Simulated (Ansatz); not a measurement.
## CoAl: changing the functional

It takes space group Pm-3m (No. 221, cubic). The conventional cell has a = 2.819 Å, b = 2.819 Å, c = 2.819 Å, α = 90.00°, β = 90.00°, γ = 90.00°. Co (site symmetry m-3m) is surrounded by 8 Al at 2.44 Å. Al (site symmetry m-3m) is surrounded by 8 Co at 2.44 Å.

Kept alike: task equation of state; k mesh 9 × 9 × 9; occupations fermi-dirac, width 0.05 eV; collinear spin, ferromagnetic start. Program: Ansatz, Ansatz PAW. Cutoffs run from 420 to 500 eV. The mesh is that of the run's cell of 2 atoms. No spin-orbit coupling.

| functional | volume (Å³/atom) | bulk modulus (GPa) |
| --- | --- | --- |
| LDA | 10.901 | 207.9 |
| PBE | 11.598 | 179.2 |
| PBEsol | 11.243 | 193.7 |
| r2SCAN | 11.257 | 195.5 |

For a metal such a mesh leaves the last digits unconverged. Volume and modulus come from cells scaled at fixed shape and fractions. The moments vanished: the runs ended non-magnetic. All rows use potentials made for PBE.

The volume runs from 10.901 (LDA) to 11.598 Å³/atom (PBE). From PBE: LDA -0.697; PBEsol -0.355; r2SCAN -0.341. The bulk modulus runs from 179.2 (PBE) to 207.9 GPa (LDA). From PBE: LDA +28.7; PBEsol +14.5; r2SCAN +16.3.
